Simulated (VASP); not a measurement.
# Ge (Fd-3m) in VASP: band structure with LDA

Aim: the band structure of Ge with LDA.

Program: VASP 6.6.1. These are calculated values, not measurements. Logs are shortened: lines on timing, memory, paths and dates and some standing lists are left out, and cuts for length are marked.

**Measured values to compare with.**

From “Electronic and optical properties of SixGe1-x-ySny alloys lattice-matched to Ge”, 2021, arxiv:2109.02782, for a bulk crystal of Ge at 300 K: band gap 0.807 eV (direct).

The runs below are set against these values where they give the same quantity.

### Step 1. Starting point

It takes space group Fd-3m (No. 227, cubic). The conventional cell has a = 5.622 Å, b = 5.622 Å, c = 5.622 Å, α = 90.00°, β = 90.00°, γ = 90.00°. Ge (site symmetry -43m) has 4 Ge at 2.43 Å as nearest neighbours.

### Step 2. Band structure, LDA

Contents of POSCAR:

```
Ge                                      
1.0
    0.0000000000      2.8107730864      2.8107730864
    2.8107730864      0.0000000000      2.8107730864
    2.8107730864      2.8107730864      0.0000000000
  Ge            
     2
Direct
     0.0000000000000000    0.0000000000000000    0.0000000000000000
     0.2500000000000000    0.2500000000000000    0.2500000000000000
```

Contents of INCAR.step1:

```
SYSTEM = Ge
  PREC = Accurate
  ENCUT = 350
  EDIFF = 1E-7
  ISMEAR = 0
  SIGMA = 0.02
  LREAL = .FALSE.
  LASPH = .TRUE.
  NELM = 60
  ALGO = Normal
  ISIF = 2
  LWAVE = .FALSE.
  LCHARG = .TRUE.
  GGA = CA
```

Contents of KPOINTS.step1:

```
Automatic mesh
0
G
  6 6 6
  0 0 0
```

Contents of INCAR.step2:

```
SYSTEM = Ge
  PREC = Accurate
  ENCUT = 350
  EDIFF = 1E-7
  ISMEAR = 0
  SIGMA = 0.05
  LREAL = .FALSE.
  LASPH = .TRUE.
  NELM = 60
  ALGO = Normal
  ISIF = 2
  LWAVE = .FALSE.
  LCHARG = .FALSE.
  GGA = CA
  ICHARG = 11
```

Contents of KPOINTS.step2:

```
path GXWKGLUWLK,UX
10
line-mode
reciprocal
 0.0000000000  0.0000000000  0.0000000000  G
 0.5000000000  0.0000000000  0.5000000000  X

 0.5000000000  0.0000000000  0.5000000000  X
 0.5000000000  0.2500000000  0.7500000000  W

 0.5000000000  0.2500000000  0.7500000000  W
 0.3750000000  0.3750000000  0.7500000000  K

 0.3750000000  0.3750000000  0.7500000000  K
 0.0000000000  0.0000000000  0.0000000000  G

 0.0000000000  0.0000000000  0.0000000000  G
 0.5000000000  0.5000000000  0.5000000000  L

 0.5000000000  0.5000000000  0.5000000000  L
 0.6250000000  0.2500000000  0.6250000000  U

 0.6250000000  0.2500000000  0.6250000000  U
 0.5000000000  0.2500000000  0.7500000000  W

 0.5000000000  0.2500000000  0.7500000000  W
 0.5000000000  0.5000000000  0.5000000000  L

 0.5000000000  0.5000000000  0.5000000000  L
 0.3750000000  0.3750000000  0.7500000000  K

 0.6250000000  0.2500000000  0.6250000000  U
 0.5000000000  0.0000000000  0.5000000000  X
```

Potentials or basis: VASP PAW LDA potentials, release 64 (Ge_d).

The run is started by

```
$ cat potpaw_LDA.64/Ge_d/POTCAR > POTCAR
$ cp INCAR.step1 INCAR
$ cp KPOINTS.step1 KPOINTS
$ mpirun -np 1 vasp_std > vasp.out
$ cp INCAR.step2 INCAR
$ cp KPOINTS.step2 KPOINTS
$ mpirun -np 1 vasp_std > vasp.out
```

OUTCAR:

```text
SYSTEM = Ge
   PREC = Accurate
   ENCUT = 350
   EDIFF = 1E-7
   ISMEAR = 0
   LREAL = .FALSE.
   LASPH = .TRUE.
   NELM = 60
   ISIF = 2
   GGA = CA
   ICHARG = 11

 ion  position               nearest neighbor table
   1  0.000  0.000  0.000-   2 2.43   2 2.43   2 2.43   2 2.43
   2  0.250  0.250  0.250-   1 2.43   1 2.43   1 2.43   1 2.43

  LATTYP: Found a face centered cubic cell.
 ALAT       =     5.6215461728

  Lattice vectors:

 A1 = (   0.0000000000,   2.8107730864,   2.8107730864)
 A2 = (   2.8107730864,   0.0000000000,   2.8107730864)
 A3 = (   2.8107730864,   2.8107730864,   0.0000000000)

Analysis of symmetry for initial positions (statically):
=====================================================================
 Subroutine PRICEL returns:
 Original cell was already a primitive cell.

 Routine SETGRP: Setting up the symmetry group for a
 face centered cubic supercell.

 Subroutine GETGRP returns: Found 48 space group operations
 (whereof 24 operations were pure point group operations)
 out of a pool of 48 trial point group operations.

The static configuration has the point symmetry T_d .
 The point group associated with its full space group is O_h .

Analysis of symmetry for dynamics (positions and initial velocities):
=====================================================================
 Subroutine PRICEL returns:
 Original cell was already a primitive cell.

 Routine SETGRP: Setting up the symmetry group for a
 face centered cubic supercell.

 Subroutine GETGRP returns: Found 48 space group operations
 (whereof 24 operations were pure point group operations)
 out of a pool of 48 trial point group operations.

The dynamic configuration has the point symmetry T_d .
 The point group associated with its full space group is O_h .

 Subroutine INISYM returns: Found 48 space group operations
 (whereof 24 operations are pure point group operations),
 and found     1 'primitive' translations

----------------------------------------------------------------------------------------

                                     Primitive cell

  volume of cell :      44.4127

  direct lattice vectors                    reciprocal lattice vectors
     0.000000000  2.810773086  2.810773086    -0.177887003  0.177887003  0.177887003
     2.810773086  0.000000000  2.810773086     0.177887003 -0.177887003  0.177887003
     2.810773086  2.810773086  0.000000000     0.177887003  0.177887003 -0.177887003

  length of vectors
     3.975033420  3.975033420  3.975033420     0.308109327  0.308109327  0.308109327

  position of ions in fractional coordinates (direct lattice)
     0.000000000  0.000000000  0.000000000
     0.250000000  0.250000000  0.250000000

  ion indices of the primitive-cell ions
   primitive index   ion index
                 1           1
                 2           2

----------------------------------------------------------------------------------------

 KPOINTS: path GXWKGLUWLK,UX

Interpolating k-points between supplied coordinates.

 Line segments in fractional coordinates (reciprocal lattice):
    0.000000  0.000000  0.000000  ...  0.500000  0.000000  0.500000
    0.500000  0.000000  0.500000  ...  0.500000  0.250000  0.750000
    0.500000  0.250000  0.750000  ...  0.375000  0.375000  0.750000
    0.375000  0.375000  0.750000  ...  0.000000  0.000000  0.000000
    0.000000  0.000000  0.000000  ...  0.500000  0.500000  0.500000
    0.500000  0.500000  0.500000  ...  0.625000  0.250000  0.625000
    0.625000  0.250000  0.625000  ...  0.500000  0.250000  0.750000
    0.500000  0.250000  0.750000  ...  0.500000  0.500000  0.500000
    0.500000  0.500000  0.500000  ...  0.375000  0.375000  0.750000
    0.625000  0.250000  0.625000  ...  0.500000  0.000000  0.500000

 Generated    10 points on each line segment, for a total of    100 k-points:

 Following reciprocal coordinates:
            Coordinates               Weight
  0.000000  0.000000  0.000000      0.010000
  0.055556  0.000000  0.055556      0.010000
  0.111111  0.000000  0.111111      0.010000
  0.166667  0.000000  0.166667      0.010000
  0.222222  0.000000  0.222222      0.010000
  0.277778  0.000000  0.277778      0.010000
[... 16 lines left out ...]
  0.472222  0.277778  0.750000      0.010000
  0.458333  0.291667  0.750000      0.010000
 [... further k-points ...]
   k-points           NKPTS =    100   k-points in BZ     NKDIM =    100   number of bands    NBANDS=     18
   number of dos      NEDOS =    301   number of ions     NIONS =      2
   total plane-waves  NPLWV =  13824
   dimension x,y,z NGX =    24 NGY =   24 NGZ =   24
   dimension x,y,z NGXF=    48 NGYF=   48 NGZF=   48
   ions per type =               2
   NGX,Y,Z   is equivalent  to a cutoff of  10.04, 10.04, 10.04 a.u.
   NGXF,Y,Z  is equivalent  to a cutoff of  20.07, 20.07, 20.07 a.u.
 SYSTEM =  Ge
   PREC   = accura    normal or accurate (medium, high low for compatibility)
   ISTART =      0    job   : 0-new  1-cont  2-samecut
   ICHARG =     11    charge: 1-file 2-atom 10-const
   ISPIN  =      1    spin polarized calculation?
   LNONCOLLINEAR =      F non collinear calculations
   LSORBIT =      F    spin-orbit coupling
   LASPH  =      T    aspherical Exc in radial PAW
   ENCUT  =  350.0 eV  25.72 Ry    5.07 a.u.   6.06  6.06  6.06*2*pi/ulx,y,z
   NELM   =     60;   NELMIN=  2; NELMDL=  0     # of ELM steps
   EDIFF  = 0.1E-06   stopping-criterion for ELM
   LREAL  =      F    real-space projection
   EDIFFG = 0.1E-05   stopping-criterion for IOM
   NSW    =      0    number of steps for IOM
   IBRION =     -1    ionic relax: 0-MD 1-quasi-New 2-CG
   NFREE  =      0    steps in history (QN), initial steepest desc. (CG)
   ISIF   =      2    stress and relaxation
   ISYM   =      2    0-nonsym 1-usesym 2-fastsym
   POTIM  = 0.5000    time-step for ionic-motion
   TEBEG  =    0.0;   TEEND  =   0.0 temperature during run
   PSTRESS=    0.0 pullay stress
   NELECT =      28.0000    total number of electrons
   NUPDOWN=      -1.0000    fix difference up-down
   EMIN   =  10.00;   EMAX   =-10.00  energy-range for DOS
   EFERMI =   0.00;   METHOD = LEGACY
   ISMEAR =     0;   SIGMA  =   0.05  broadening in eV -4-tet -1-fermi 0-gaus
   EFERMI_NEDOS =   21; number of points for ismear=-14 and -15
   IALGO  =     38    algorithm
   IMIX   =      4    mixing-type and parameters
     AMIX     =   0.40;   BMIX     =  1.00
     AMIX_MAG =   1.60;   BMIX_MAG =  1.00
  volume/ion in A,a.u.               =      22.21       149.86
  Fermi-wavevector in a.u.,A,eV,Ry     =   1.403756  2.652715 26.810713  1.970532
  Thomas-Fermi vector in A             =   2.526386
   LORBIT       =      0    0 simple, 1 ext, 2 COOP (PROOUT), +10 PAW based schemes
   GGA     = CA    functional components
   LHFCALC =     F    Hartree Fock is set to
   AEXX    =    0.0000 exact exchange contribution
   IVDW    =     0    specifies the selected vdW correction
   LEPSILON=     F    determine dielectric tensor
   LRPA    =     F    only Hartree local field effects (RPA)
 non-spin polarized calculation
 Gauss-broadening in eV      SIGMA  =   0.05
  energy-cutoff  :      350.00
  volume of cell :       44.41
 maximum number of plane-waves:       684

 number of electron      27.9999920 magnetization

 Free energy of the ion-electron system (eV)
  ---------------------------------------------------
  ext. energy  EPLUGINS =         0.00000000
  ---------------------------------------------------
  free energy    TOTEN  =       -10.43076502 eV

  energy without entropy =      -10.42825574  energy(sigma->0) =      -10.42951038

 E-fermi :   4.9552     XC(G=0): -10.3756

 val. band max:        4.9209010559   @ k =   0.0000   0.0000   0.0000
 cond. band min:       4.9553972903   @ k =   0.0000   0.0000   0.0000
 fundamental gap:      0.0344962344
 Fermi energy:         4.9551806006

 k-point     1 :       0.0000    0.0000    0.0000
  band No.  band energies     occupation
      1     -20.0278      2.00000
      2     -20.0278      2.00000
      3     -20.0278      2.00000
      4     -19.9890      2.00000
      5     -19.9890      2.00000
      6     -19.7688      2.00000
[... 10 lines left out ...]
     17       7.4558      0.00000
     18       7.4558      0.00000

 k-point     2 :       0.0556    0.0000    0.0556
  band No.  band energies     occupation
      1     -20.0304      2.00000
      2     -20.0291      2.00000
      3     -20.0291      2.00000
      4     -19.9872      2.00000
      5     -19.9831      2.00000
      6     -19.7796      2.00000
[... 10 lines left out ...]
     17       7.7613      0.00000
     18       7.7613      0.00000

 k-point     3 :       0.1111    0.0000    0.1111
  band No.  band energies     occupation
      1     -20.0348      2.00000
      2     -20.0326      2.00000
      3     -20.0326      2.00000
      4     -19.9816      2.00000
      5     -19.9687      2.00000
      6     -19.7989      2.00000
[... 10 lines left out ...]
     17       8.4687      0.00000
     18       8.4687      0.00000

 k-point     4 :       0.1667    0.0000    0.1667
  band No.  band energies     occupation
      1     -20.0378      2.00000
      2     -20.0378      2.00000
      3     -20.0373      2.00000
      4     -19.9725      2.00000
      5     -19.9498      2.00000
      6     -19.8217      2.00000
[... 375 lines left out ...]
      4     -19.9244      2.00000
      5     -19.8797      2.00000
      6     -19.8730      2.00000
[... 10 lines left out ...]
     17       9.7884      0.00000
     18       9.8073      0.00000

 k-point    23 :       0.4722    0.2778    0.7500
  band No.  band energies     occupation
      1     -20.0793      2.00000
      2     -20.0755      2.00000
      3     -19.9402      2.00000
      4     -19.9205      2.00000
      5     -19.8817      2.00000
      6     -19.8699      2.00000
[... 10 lines left out ...]
     17      10.0923      0.00000
     18      10.1582      0.00000

 k-point    24 :       0.4583    0.2917    0.7500
  band No.  band energies     occupation
      1     -20.0799      2.00000
      2     -20.0738      2.00000
      3     -19.9465      2.00000
      4     -19.9173      2.00000
      5     -19.8828      2.00000
      6     -19.8673      2.00000
[... 10 lines left out ...]
     17      10.4257      0.00000
     18      10.5218      0.00000

 [... further k-points ...]

------------------------ aborting loop because EDIFF is reached ----------------------------------------

  FORCE on cell =-STRESS in cart. coord.  units (eV):
  Direction    XX          YY          ZZ          XY          YZ          ZX
  --------------------------------------------------------------------------------------
  -------------------------------------------------------------------------------------
  Total        0.2885114      0.2885114      0.2885114     -0.0000000     -0.0000000      0.0000000
  in kB       10.4079757     10.4079757     10.4079757     -0.0000000     -0.0000000      0.0000000
  external PRESSURE =      10.4079757 kB  Pullay stress =       0.0000000 kB

 VOLUME and BASIS-vectors are now :
 -----------------------------------------------------------------------------
  energy-cutoff  :      350.00
  volume of cell :       44.41
      direct lattice vectors                 reciprocal lattice vectors
     0.000000000  2.810773086  2.810773086    -0.177887003  0.177887003  0.177887003
     2.810773086  0.000000000  2.810773086     0.177887003 -0.177887003  0.177887003
     2.810773086  2.810773086  0.000000000     0.177887003  0.177887003 -0.177887003

 POSITION                                       TOTAL-FORCE (eV/Angst)
 -----------------------------------------------------------------------------------
      0.00000      0.00000      0.00000        -0.000000     -0.000000     -0.000000
      1.40539      1.40539      1.40539         0.000000      0.000000      0.000000
 -----------------------------------------------------------------------------------
    total drift:                               -0.000000      0.000000      0.000000

  FREE ENERGIE OF THE ION-ELECTRON SYSTEM (eV)
  ---------------------------------------------------
  free  energy   TOTEN  =       -10.4307650167 eV

  energy  without entropy=      -10.4282557421  energy(sigma->0) =      -10.42951038
```

Wall time 25 s (1 thread of AMD EPYC 7R13 (Zen 3), shared host); peak memory 0.11 GiB.

What came out:

* Band gap on the k mesh: 0.03 eV, direct
* Band gap along the path: 0.03 eV, direct

Levels at the corners of the path, in eV from the valence-band top:
```
point  band 12  band 13  band 14  band 15  band 16  band 17
    Γ     0.00     0.00     0.00     0.03     2.53     2.53
    X    -9.00    -3.14    -3.14     0.64     0.64     9.57
    X    -9.00    -3.14    -3.14     0.64     0.64     9.57
    W    -8.89    -4.01    -4.01     4.33     4.33     4.66
    W    -8.89    -4.01    -4.01     4.33     4.33     4.66
    K    -8.40    -4.46    -2.69     1.06     4.05     7.22
    K    -8.40    -4.46    -2.69     1.06     4.05     7.22
    Γ     0.00     0.00     0.00     0.03     2.53     2.53
    Γ     0.00     0.00     0.00     0.03     2.53     2.53
    L    -7.73    -1.43    -1.43     0.12     3.73     3.73
    L    -7.73    -1.43    -1.43     0.12     3.73     3.73
    U    -8.40    -4.46    -2.69     1.06     4.05     7.22
    U    -8.40    -4.46    -2.69     1.06     4.05     7.22
    W    -8.89    -4.01    -4.01     4.33     4.33     4.66
    W    -8.89    -4.01    -4.01     4.33     4.33     4.66
    L    -7.73    -1.43    -1.43     0.12     3.73     3.73
    L    -7.73    -1.43    -1.43     0.12     3.73     3.73
    K    -8.40    -4.46    -2.69     1.06     4.05     7.22
    U    -8.40    -4.46    -2.69     1.06     4.05     7.22
    X    -9.00    -3.14    -3.14     0.64     0.64     9.57
```

Caveat: the cutoff is under 1.25 times the usual one of these potentials, so pressure, stress and relaxed cells hold a basis-set (Pulay) error; the log is that of the step along the path at fixed density, whose energy, stress, charges and moments have no meaning.

### Step 3. Comparison with measurements

Step 2. Against the measured gap of Ge, 0.807 eV (direct; 300 K; “Electronic and optical properties of SixGe1-x-ySny alloys lattice-matched to Ge”, 2021, arxiv:2109.02782), the calculated 0.03 eV is off by -0.77 eV. 3 values of this kind are on record (0.666 to 0.807 eV); this one was drawn at random among those near their median. Spin-orbit coupling on Ge is left out. The value is that of LDA, without temperature or zero-point motion. Semilocal functionals fall short of measured gaps as a rule.
